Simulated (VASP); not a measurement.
# From an Ansatz input to VASP: ZnSe (strained zincblende)

Ansatz input

```yaml
crystal:
  lattice:
    - [0.0, 2.8890690981, 2.7651316568]
    - [2.8890690981, 0.0, 2.7651316568]
    - [2.8890690981, 2.8890690981, 0.0]
  atoms:
    - { symbol: Zn, position: [0.0, 0.0, 0.0] }
    - { symbol: Se, position: [0.25, 0.25, 0.25] }
kpoints:
  mp_grid: { grid: [8, 8, 8] }
  band_path:
    path:
      - [0.0, 0.0, 0.0]
      - [-0.5, -0.5, 0.0]
      - [-0.375, -0.375, 0.25]
      - [-0.375, 0.0, 0.375]
      - [0.0, 0.0, 0.5]
      - [-0.5, -0.25, 0.25]
    npoints: 1
hamiltonian:
  xc: r2scan
scf:
  occupations: { method: fixed }
  n_extra_bands: 4
output:
  forces: true
  stress: true
  eigenvalues: true
```

Problem. Translate this input to VASP.

Solution. 

INCAR

```
ENCUT = 520
ISMEAR = 0
PREC = Accurate
METAGGA = R2SCAN
IBRION = -1
NELM = 120
LWAVE = .FALSE.
LASPH = .TRUE.
ISIF = 2
EDIFF = 1E-7
LCHARG = .FALSE.
ALGO = Normal
SIGMA = 0.01
NSW = 0
NBANDS = 16
LREAL = .FALSE.
```

KPOINTS

```
KPOINTS created by Atomic Simulation Environment
0
Gamma
8 8 8
0 0 0
```

KPOINTS_OPT

```
special points
6
Reciprocal
0.0000000000 0.0000000000 0.0000000000 1
-0.5000000000 -0.5000000000 0.0000000000 1
-0.3750000000 -0.3750000000 0.2500000000 1
-0.3750000000 0.0000000000 0.3750000000 1
0.0000000000 0.0000000000 0.5000000000 1
-0.5000000000 -0.2500000000 0.2500000000 1
```

POSCAR

```
Zn Se
 1.0000000000000000
     0.0000000000000000    2.8890690980999998    2.7651316567999999
     2.8890690980999998    0.0000000000000000    2.7651316567999999
     2.8890690980999998    2.8890690980999998    0.0000000000000000
 Zn  Se
   1   1
Cartesian
  0.0000000000000000  0.0000000000000000  0.0000000000000000
  1.4445345490499999  1.4445345490499999  1.3825658284000000
```

VASP ran with the recommended PBE PAW datasets (18 valence electrons in the cell). Other inputs would serve too.

|  | Ansatz | VASP |
| --- | --- | --- |
| gap between bands v and c | 1.70 eV | 1.70 eV |
| least direct gap | 1.70 eV | 1.70 eV |
| pressure | -1.0 GPa | -0.9 GPa |

The two codes use different PAW datasets and cutoffs. VASP's cell holds 18 valence electrons and Ansatz's 28. Ansatz's stress includes a Pulay correction; VASP's doesn't.
